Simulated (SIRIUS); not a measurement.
Na2S under changes of volume

One of the cells (23.853 Å³/atom); the others are scaled copies at fixed shape and fractional positions:

```xyz
3
Lattice="0.0000 3.2952 3.2952 3.2952 0.0000 3.2952 3.2952 3.2952 0.0000" Properties=species:S:1:pos:R:3 pbc="T T T"
S     0.0000    0.0000    0.0000
Na    4.9428    4.9428    4.9428
Na    1.6476    1.6476    1.6476
```

| Item | Value |
| --- | --- |
| Program | SIRIUS 7.10.0 |
| Functional | PBEsol |
| Potentials or basis | PseudoDojo 0.4.1 PBEsol standard (scalar relativistic) |
| Cutoff | 1202 eV |
| Density cutoff | 4809 eV |
| k mesh | 7 × 7 × 7 |
| Occupations | fermi-dirac, width 0.05 eV |
| Spin | no spin polarisation |

```csv
volume (Å³/atom),energy over the lowest point (meV/atom),pressure (GPa),gap on the mesh (eV)
21.982,3.97,1.4,2.56
22.450,1.06,0.6,2.49
22.918,0.00,0.0,2.42
23.853,3.19,-1.1,2.30
24.321,?,?,?
24.789,12.07,-1.9,2.18
```

Question: What does the run at 24.321 Å³/atom give?

Answer: Energy over the lowest point 6.99 meV/atom; pressure -1.5 GPa; gap on the mesh 2.24 eV.

Worked out: A Birch-Murnaghan fit of order 3 (a polynomial in V^(-2/3)) to the other rows has its minimum at 22.94 Å³/atom with B0 = V·E''(V) = 30 GPa and B' = 4.2. It gives 6.98 meV/atom at 24.321 Å³/atom, against the run's 6.99, and -dE/dV = -1.5 GPa, against -1.5. A straight line through the other rows of the gap, of slope -3.15 eV per unit of ln V, gives 2.24 eV, against the run's 2.24.

Energies are extrapolated to zero smearing.

Caveats: an odd mesh through Γ misses points on the zone boundary, where band edges often lie.
